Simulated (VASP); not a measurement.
# In in VASP: work function with PBE

Aim: the work function of In with PBE.

Everything below comes from runs of VASP 6.6.1. Logs are shortened: lines on timing, memory, paths and dates and some standing lists are left out, and cuts for length are marked.

### Step 1. The cell of the first run

The cell holds a slab with vacuum, 5 atoms: a = 3.339 Å, b = 3.339 Å, c = 25.932 Å, α = 90.00°, β = 90.00°, γ = 120.00°.

The slab is cut from a database's or a generator's crystal, which needn't be the stable form of the element.

### Step 2. Work function, PBE (the (0 0 1) slab of In, cut from the database cell, not relaxed)

File INCAR:

```
SYSTEM = In
  PREC = Accurate
  ENCUT = 520
  EDIFF = 1E-7
  ISMEAR = 0
  SIGMA = 0.05
  LREAL = .FALSE.
  LASPH = .TRUE.
  NELM = 60
  ALGO = Fast
  ISIF = 2
  LWAVE = .FALSE.
  LCHARG = .TRUE.
  LDIPOL = .TRUE.
  IDIPOL = 3
  DIPOL = 0.5 0.5 0.500
  GGA = PE
  LELF = .TRUE.
  LVHAR = .TRUE.
  LVACPOTAV = .TRUE.
```

File KPOINTS:

```
regular mesh
0
G
  9 9 1
  0 0 0
```

File POSCAR:

```
In
1.0
    3.3392736332      0.0000000000      0.0000000000
   -1.6696368166      2.8918957965      0.0000000000
    0.0000000000      0.0000000000     25.9317382929
In
5
Direct
    0.6666666667      0.3333333333      0.2892208735
    0.0000000000      0.0000000000      0.3942765012
    0.6666666667      0.3333333333      0.5000000000
    0.3333333333      0.6666666667      0.6057234988
    0.6666666667      0.3333333333      0.7107791265
```

Potentials or basis: VASP PAW PBE potentials, release 64 (In_d).

Run with:

```console
> cat potpaw_PBE.64/In_d/POTCAR > POTCAR
> mpirun -np 1 vasp_std > vasp.out
```

OUTCAR:

```text
SYSTEM = In
   PREC = Accurate
   ENCUT = 520
   EDIFF = 1E-7
   ISMEAR = 0
   LREAL = .FALSE.
   LASPH = .TRUE.
   NELM = 60
   ISIF = 2
   GGA = PE

 ion  position               nearest neighbor table
   1  0.667  0.333  0.289-   2 3.34   2 3.34   2 3.34
   2  0.000  0.000  0.394-   1 3.34   1 3.34   1 3.34   3 3.35   3 3.35   3 3.35
   3  0.667  0.333  0.500-   4 3.35   2 3.35   4 3.35   2 3.35   2 3.35   4 3.35
   4  0.333  0.667  0.606-   5 3.34   5 3.34   5 3.34   3 3.35   3 3.35   3 3.35
   5  0.667  0.333  0.711-   4 3.34   4 3.34   4 3.34

  LATTYP: Found a hexagonal cell.
 ALAT       =     3.3392736332
 C/A-ratio  =     7.7656823433

  Lattice vectors:

 A1 = (   3.3392736332,   0.0000000000,   0.0000000000)
 A2 = (  -1.6696368166,   2.8918957965,   0.0000000000)
 A3 = (   0.0000000000,   0.0000000000,  25.9317382929)

Analysis of symmetry for initial positions (statically):
=====================================================================
 Subroutine PRICEL returns:
 Original cell was already a primitive cell.

 Routine SETGRP: Setting up the symmetry group for a
 hexagonal supercell.

 Subroutine GETGRP returns: Found 12 space group operations
 (whereof  6 operations were pure point group operations)
 out of a pool of 24 trial point group operations.

The static configuration has the point symmetry C_3v.
 The point group associated with its full space group is D_3d.

Analysis of symmetry for dynamics (positions and initial velocities):
=====================================================================
 Subroutine PRICEL returns:
 Original cell was already a primitive cell.

 Routine SETGRP: Setting up the symmetry group for a
 hexagonal supercell.

 Subroutine GETGRP returns: Found 12 space group operations
 (whereof  6 operations were pure point group operations)
 out of a pool of 24 trial point group operations.

The dynamic configuration has the point symmetry C_3v.
 The point group associated with its full space group is D_3d.

 Subroutine INISYM returns: Found 12 space group operations
 (whereof  6 operations are pure point group operations),
 and found     1 'primitive' translations

----------------------------------------------------------------------------------------

                                     Primitive cell

  volume of cell :     250.4184

[... 86 lines left out ...]
   NFREE  =      0    steps in history (QN), initial steepest desc. (CG)
   ISIF   =      2    stress and relaxation
   ISYM   =      2    0-nonsym 1-usesym 2-fastsym
   POTIM  = 0.5000    time-step for ionic-motion
   TEBEG  =    0.0;   TEEND  =   0.0 temperature during run
   PSTRESS=    0.0 pullay stress
   NELECT =      65.0000    total number of electrons
   NUPDOWN=      -1.0000    fix difference up-down
   EMIN   =  10.00;   EMAX   =-10.00  energy-range for DOS
   EFERMI =   0.00;   METHOD = LEGACY
   ISMEAR =     0;   SIGMA  =   0.05  broadening in eV -4-tet -1-fermi 0-gaus
   EFERMI_NEDOS =   21; number of points for ismear=-14 and -15
   IALGO  =     68    algorithm
   IMIX   =      4    mixing-type and parameters
     AMIX     =   0.40;   BMIX     =  1.00
     AMIX_MAG =   1.60;   BMIX_MAG =  1.00
  volume/ion in A,a.u.               =      50.08       337.98
  Fermi-wavevector in a.u.,A,eV,Ry     =   1.044297  1.973434 14.837906  1.090555
  Thomas-Fermi vector in A             =   2.179043
   LORBIT       =      0    0 simple, 1 ext, 2 COOP (PROOUT), +10 PAW based schemes
   GGA     = PE    functional components
   LHFCALC =     F    Hartree Fock is set to
   AEXX    =    0.0000 exact exchange contribution
   IVDW    =     0    specifies the selected vdW correction
   LEPSILON=     F    determine dielectric tensor
   LRPA    =     F    only Hartree local field effects (RPA)
 non-spin polarized calculation
 RMM-DIIS sequential band-by-band and
 Gauss-broadening in eV      SIGMA  =   0.05
  energy-cutoff  :      520.00
  volume of cell :      250.42
 maximum number of plane-waves:      6769
 NGX is ok and might be reduce to    28
   NGX = 13   NGY = 13   NGZ = 97

 number of electron      64.9999995 magnetization

 dipolmoment           0.000000      0.000000      0.000002 electrons x Angstroem

 Free energy of the ion-electron system (eV)
  ---------------------------------------------------
  ext. energy  EPLUGINS =         0.00000000
  ---------------------------------------------------
  free energy    TOTEN  =       -12.39744254 eV

  energy without entropy =      -12.39187222  energy(sigma->0) =      -12.39465738

 E-fermi :   2.0952     XC(G=0):  -5.9872

 val. band max:        2.0950521866   @ k =   0.4444   0.1111   0.0000
 cond. band min:       2.1019592522   @ k =   0.2222   0.2222   0.0000
 fundamental gap:      0.0069070656
 Fermi energy:         2.0951796322

 k-point     1 :       0.0000    0.0000    0.0000
  band No.  band energies     occupation
      1     -12.6132      2.00000
      2     -12.6064      2.00000
      3     -12.5576      2.00000
      4     -12.5576      2.00000
      5     -12.5492      2.00000
      6     -12.5492      2.00000
[... 493 lines left out ...]
     38       2.9467      0.00000
     39       3.7173      0.00000

------------------------ aborting loop because EDIFF is reached ----------------------------------------

  FORCE on cell =-STRESS in cart. coord.  units (eV):
  Direction    XX          YY          ZZ          XY          YZ          ZX
  --------------------------------------------------------------------------------------
  -------------------------------------------------------------------------------------
  Total       -0.0249423     -0.0249423      1.6431014      0.0000000      0.0000000     -0.0000000
  in kB       -0.1595811     -0.1595811     10.5125643      0.0000000      0.0000000     -0.0000000
  external PRESSURE =       3.3978007 kB  Pullay stress =       0.0000000 kB

 VOLUME and BASIS-vectors are now :
 -----------------------------------------------------------------------------
  energy-cutoff  :      520.00
  volume of cell :      250.42
      direct lattice vectors                 reciprocal lattice vectors
     3.339273633  0.000000000  0.000000000     0.299466324  0.172896963  0.000000000
    -1.669636817  2.891895797  0.000000000     0.000000000  0.345793926  0.000000000
     0.000000000  0.000000000 25.931738293     0.000000000  0.000000000  0.038562783

 POSITION                                       TOTAL-FORCE (eV/Angst)
 -----------------------------------------------------------------------------------
      1.66964      0.96397      7.50000         0.000000      0.000000     -0.206056
      0.00000      0.00000     10.22428        -0.000000     -0.000000      0.101352
      1.66964      0.96397     12.96587        -0.000000      0.000000     -0.000000
     -0.00000      1.92793     15.70746         0.000000      0.000000     -0.101352
      1.66964      0.96397     18.43174        -0.000000     -0.000000      0.206056
 -----------------------------------------------------------------------------------
    total drift:                               -0.000000      0.000000      0.000156

  FREE ENERGIE OF THE ION-ELECTRON SYSTEM (eV)
  ---------------------------------------------------
  free  energy   TOTEN  =       -12.3974425415 eV

  energy  without entropy=      -12.3918722188  energy(sigma->0) =      -12.39465738

 vacuum level on the upper side and lower side of the slab         5.989         5.989
```

stdout:

```text
POSCAR found type information on POSCAR In
 POSCAR found :  1 types and       5 ions
 scaLAPACK will be used
 LDA part: xc-table for (Slater+PW92), standard interpolation
 POSCAR, INCAR and KPOINTS ok, starting setup
 FFT: planning ... GRIDC
 FFT: planning ... GRID_SOFT
 FFT: planning ... GRID
 WAVECAR not read
 entering main loop
 -----------------------------------------------------------------------------
|                                                                             |
|           W    W    AA    RRRRR   N    N  II  N    N   GGGG   !!!           |
|           W    W   A  A   R    R  NN   N  II  NN   N  G    G  !!!           |
|           W    W  A    A  R    R  N N  N  II  N N  N  G       !!!           |
|           W WW W  AAAAAA  RRRRR   N  N N  II  N  N N  G  GGG   !            |
|           WW  WW  A    A  R   R   N   NN  II  N   NN  G    G                |
|           W    W  A    A  R    R  N    N  II  N    N   GGGG   !!!           |
|                                                                             |
|     Did not find any points to average over, which means that no vacuum     |
|     field-free region was found. Please increase the size of  your cell     |
|     in the dimension of the dipole correction to obtain accurate            |
|     workfunction values.                                                    |
|                                                                             |
 -----------------------------------------------------------------------------
```

It took 2.2 min on 1 thread of Intel Xeon 6975P-C (Granite Rapids), shared host; peak memory 0.4 GiB.

What came out:

* Free energy: -12.3974 eV
* Largest force: 0.206 eV/Å
* Band gap on the k mesh: none (metal or under the smearing width)
* Work function of the upper face: 3.89 eV
* Work function of the lower face: 3.89 eV

Forces in eV/Å, atoms in the order of the input:
```
In   0.000  0.000 -0.206
In   0.000  0.000  0.101
In   0.000  0.000  0.000
In   0.000  0.000 -0.101
In   0.000  0.000  0.206
```

Levels at points of the mesh, in eV from the Fermi level:
```
           k point  band 29  band 30  band 31  band 32  band 33  band 34  band 35  band 36
(0.00, 0.00, 0.00)    -6.62    -5.18    -2.62    -0.73     1.42     3.06     3.93     4.17
```
